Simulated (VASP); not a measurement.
These are r2SCAN meta-GGA, VASP's PBE PAW potentials (set 64) (plane waves; VASP 6.6.1) values and carry that method's errors.

Input for VASP

File POSCAR:
```
CaF2
1
    0.0000000000     2.7267856027     2.7404195307
    2.7404195307     0.0000000000     2.7404195307
    2.7404195307     2.7267856027     0.0000000000
Ca F
1 2
Direct
  1.0000000000   1.0000000000   0.0000000000
  0.2500000000   0.2500000000   0.2500000000
  0.7500000000   0.7500000000   0.7500000000
```

### INCAR
```
SYSTEM = CaF2
PREC = Accurate
ENCUT = 600
EDIFF = 1E-7
NELM = 100
ALGO = Normal
LREAL = .FALSE.
LASPH = .TRUE.
ISMEAR = 0
SIGMA = 0.05
METAGGA = R2SCAN
LMIXTAU = .TRUE.
LWAVE = .FALSE.
LCHARG = .FALSE.
ISIF = 2
```

**KPOINTS**
```
K-points
0
G
  6 6 6
0 0 0
```

POTCAR, in this order: Ca_sv F (PBE.64 set). Program: vasp_std.

What VASP printed:

**OUTCAR**
```
 ion  position               nearest neighbor table
   1  0.000  0.000  0.000-   3 2.37   3 2.37   3 2.37   2 2.37   3 2.37   2 2.37   2 2.37   2 2.37
  LATTYP: Found a body centered tetragonal cell.
 ALAT       =     3.8755384669
 C/A-ratio  =     1.4071776740
 Subroutine PRICEL returns:
 Original cell was already a primitive cell.
 Subroutine GETGRP returns: Found 16 space group operations
The static configuration has the point symmetry D_4h.
The dynamic configuration has the point symmetry D_4h.
 Subroutine INISYM returns: Found 16 space group operations
 Subroutine IBZKPT returns following result:
 Found     30 irreducible k-points:

 Following reciprocal coordinates:
            Coordinates               Weight
  0.000000  0.000000  0.000000      1.000000
  0.166667  0.000000  0.000000      8.000000
  0.333333  0.000000 -0.000000      8.000000
  0.500000  0.000000  0.000000      4.000000
  0.166667  0.166667  0.000000      4.000000
  0.333333  0.166667  0.000000     16.000000
  0.500000  0.166667 -0.000000     16.000000
 -0.333333  0.166667 -0.000000     16.000000
 -0.166667  0.166667  0.000000      8.000000
  0.333333  0.333333  0.000000      4.000000
  0.500000  0.333333 -0.000000     16.000000
 -0.333333  0.333333  0.000000      8.000000
  0.500000  0.500000  0.000000      2.000000
  0.166667  0.000000  0.166667      2.000000
  0.333333  0.000000  0.166667      8.000000
  0.500000  0.000000  0.166667      8.000000
 -0.333333  0.000000  0.166667      8.000000
 -0.166667  0.000000  0.166667      4.000000
  0.500000  0.333333  0.166667      8.000000
 -0.333333  0.333333  0.166667      8.000000
  0.333333  0.500000  0.166667      8.000000
 -0.333333  0.500000  0.166667      4.000000
  0.333333 -0.333333  0.166667     16.000000
  0.500000 -0.333333  0.166667      4.000000
  0.333333 -0.166667  0.166667      8.000000
  0.333333  0.000000  0.333333      2.000000
  0.500000  0.000000  0.333333      8.000000
 -0.333333  0.000000  0.333333      4.000000
  0.500000 -0.166667  0.333333      4.000000
  0.500000  0.000000  0.500000      1.000000
   k-points           NKPTS =     30   k-points in BZ     NKDIM =     30   number of bands    NBANDS=     16
   number of dos      NEDOS =    301   number of ions     NIONS =      3
   total plane-waves  NPLWV =  32768
   dimension x,y,z NGX =    32 NGY =   32 NGZ =   32
   dimension x,y,z NGXF=    64 NGYF=   64 NGZF=   64
   ions per type =               1   2
   PREC   = accura    normal or accurate (medium, high low for compatibility)
   ISTART =      0    job   : 0-new  1-cont  2-samecut
   ICHARG =      2    charge: 1-file 2-atom 10-const
   ISPIN  =      1    spin polarized calculation?
   LNONCOLLINEAR =      F non collinear calculations
   LSORBIT =      F    spin-orbit coupling
   INIWAV =      1    electr: 0-lowe 1-rand  2-diag
   ENCUT  =  600.0 eV  44.10 Ry    6.64 a.u.   7.72  7.74  7.72*2*pi/ulx,y,z
   NELM   =    100;   NELMIN=  2; NELMDL= -5     # of ELM steps
   EDIFF  = 0.1E-06   stopping-criterion for ELM
   LREAL  =      F    real-space projection
   NLSPLINE    = F    spline interpolate recip. space projectors
   LMAXMIX     =    2 max onsite mixed and CHGCAR
   VOSKOWN=      0    Vosko Wilk Nusair interpolation
   EDIFFG = 0.1E-05   stopping-criterion for IOM
   NSW    =      0    number of steps for IOM
   NBLOCK =      1;   KBLOCK =      1    inner block; outer block
   IBRION =     -1    ionic relax: 0-MD 1-quasi-New 2-CG
   NFREE  =      0    steps in history (QN), initial steepest desc. (CG)
   ISIF   =      2    stress and relaxation
   ISYM   =      2    0-nonsym 1-usesym 2-fastsym
   TEIN   =    0.0    initial temperature
   TEBEG  =    0.0;   TEEND  =   0.0 temperature during run
...
```

### OSZICAR
```
       N       E                     dE             d eps       ncg     rms          rms(c)
DAV:   1     0.230651923196E+03    0.23065E+03   -0.15198E+04   960   0.174E+03
DAV:   2    -0.231764455154E+02   -0.25383E+03   -0.25007E+03  1256   0.426E+02
DAV:   3    -0.333881563283E+02   -0.10212E+02   -0.10203E+02  1128   0.963E+01
DAV:   4    -0.337634157968E+02   -0.37526E+00   -0.37511E+00  1624   0.138E+01
DAV:   5    -0.337665710999E+02   -0.31553E-02   -0.31553E-02  1112   0.137E+00    0.703E+00
DAV:   6    -0.262520692613E+02    0.75145E+01   -0.36878E+00  1304   0.191E+01    0.310E+00
DAV:   7    -0.263488786768E+02   -0.96809E-01   -0.23589E+00   960   0.159E+01    0.238E+00
DAV:   8    -0.258388663585E+02    0.51001E+00   -0.62723E-01   960   0.102E+01    0.120E+00
DAV:   9    -0.255481298589E+02    0.29074E+00   -0.54846E-01  1088   0.697E+00    0.121E+00
DAV:  10    -0.259758533769E+02   -0.42772E+00   -0.61410E-01  1088   0.753E+00    0.439E-01
DAV:  11    -0.259411322482E+02    0.34721E-01   -0.14959E-02  1128   0.157E+00    0.394E-01
DAV:  12    -0.259544539492E+02   -0.13322E-01   -0.17264E-02   960   0.146E+00    0.751E-02
DAV:  13    -0.259551852672E+02   -0.73132E-03   -0.22217E-03  1216   0.499E-01    0.291E-02
DAV:  14    -0.259553312836E+02   -0.14602E-03   -0.93467E-05  1416   0.989E-02    0.365E-02
DAV:  15    -0.259546939216E+02    0.63736E-03   -0.58190E-05   992   0.106E-01    0.273E-02
DAV:  16    -0.259553907165E+02   -0.69679E-03   -0.21890E-04   960   0.214E-01    0.187E-02
DAV:  17    -0.259553775514E+02    0.13165E-04   -0.53345E-05  1016   0.785E-02    0.124E-02
DAV:  18    -0.259553950904E+02   -0.17539E-04   -0.86891E-06  1024   0.359E-02    0.764E-03
DAV:  19    -0.259554025490E+02   -0.74586E-05   -0.20015E-06  1168   0.177E-02    0.441E-03
DAV:  20    -0.259554042471E+02   -0.16981E-05   -0.46100E-07  1136   0.771E-03    0.243E-03
DAV:  21    -0.259554042028E+02    0.44345E-07   -0.48161E-07   976   0.664E-03
   1 F= -.25955404E+02 E0= -.25955404E+02  d E =-.398690E-17
```

**OUTCAR**
```
------------------------ aborting loop because EDIFF is reached ----------------------------------------
  FORCE on cell =-STRESS in cart. coord.  units (eV):
  Direction    XX          YY          ZZ          XY          YZ          ZX
  --------------------------------------------------------------------------------------
  Total       -0.3416256     -0.1898506     -0.3416256      0.0000000      0.0000000      0.0000000
  in kB      -13.3642920     -7.4268970    -13.3642920      0.0000000      0.0000000      0.0000000
  external PRESSURE =     -11.3851603 kB  Pullay stress =       0.0000000 kB
  volume of cell :       40.96
      direct lattice vectors                 reciprocal lattice vectors
     0.000000000  2.726785603  2.740419531    -0.182453816  0.183366085  0.182453816
     2.740419531  0.000000000  2.740419531     0.182453816 -0.183366085  0.182453816
     2.740419531  2.726785603  0.000000000     0.182453816  0.183366085 -0.182453816
 POSITION                                       TOTAL-FORCE (eV/Angst)
 -----------------------------------------------------------------------------------
      0.00000      0.00000      0.00000        -0.000000      0.000000      0.000000
      1.37021      1.36339      1.37021        -0.000000     -0.000000     -0.000000
      4.11063      4.09018      4.11063         0.000000      0.000000      0.000000
 -----------------------------------------------------------------------------------
    total drift:                                0.000000     -0.000000      0.000000
  FREE ENERGIE OF THE ION-ELECTRON SYSTEM (eV)
  ---------------------------------------------------
  free  energy   TOTEN  =       -25.9554042028 eV

  energy  without entropy=      -25.9554042028  energy(sigma->0) =      -25.95540420
```
(Selected blocks of OUTCAR.)

The compound is CaF2 in the fluorite structure. This cell was strained or had an atom moved on purpose.
